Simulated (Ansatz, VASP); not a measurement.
**H: VASP beside Ansatz**

INCAR

```
  PREC = Accurate
  ENCUT = 520
  EDIFF = 1E-6
  ISMEAR = -1
  SIGMA = 0.05
  LREAL = False
  LASPH = True
  NELM = 100
  ALGO = Normal
  ISIF = 2
  LWAVE = False
  LCHARG = False
  GGA = PE
  NBANDS = 6
```

File KPOINTS:

```
regular mesh
0
Gamma
  10 10 26
```

Contents of POSCAR:

```
H
1.0
    2.6496387389      0.0000000000      0.0000000000
    0.0000000000      2.6496387389      0.0000000000
    0.0000000000      0.0000000000      0.9804929200
H
1
Direct
    0.0000000000      0.0000000000      0.5000000000
```

input.yaml

```yaml
crystal:
  lattice:
    - [2.6496387389, 0.0, 0.0]
    - [0.0, 2.6496387389, 0.0]
    - [0.0, 0.0, 0.98049292]
  atoms:
    - { symbol: H, position: [0.0, 0.0, 0.5] }
hamiltonian:
  xc: pbe
  pseudopotentials: { kind: paw }
kpoints:
  mp_grid: { grid: [10, 10, 26] }
scf:
  occupations: { method: fermi_dirac, width: 0.05 }
output:
  forces: true
  stress: true
  eigenvalues: true
```

Change from the starting cell: strain = 0.0.

Alike in both runs: task single point; functional PBE; k mesh 10 × 10 × 26; occupations fermi-dirac, width 0.05 eV; no spin polarisation.

|  | VASP | Ansatz |
| --- | --- | --- |
| version | VASP 6.6.1 | Ansatz 0.2.0 |
| potentials or method | VASP PAW PBE potentials, release 64 (H) | Ansatz PAW |
| plane-wave cutoff (eV) | 520 | 420 |
| valence electrons in the cell | 1 | 1 |

VASP gave:

| Property | Result |
| --- | --- |
| gap on the k mesh at the Fermi level (eV) | none |
| pressure (GPa) | 1.6 |
| largest component of the traceless stress (GPa) | 1.50 |

Problem. What did Ansatz give for the same quantities?

Solution. gap on the k mesh at the Fermi level (eV): none; pressure (GPa): 1.9; largest component of the traceless stress (GPa): 1.50.

A gap of «none» marks a metal or a gap that the smearing closes. With one functional, cell and mesh, what is left measures potentials, basis and numerics.
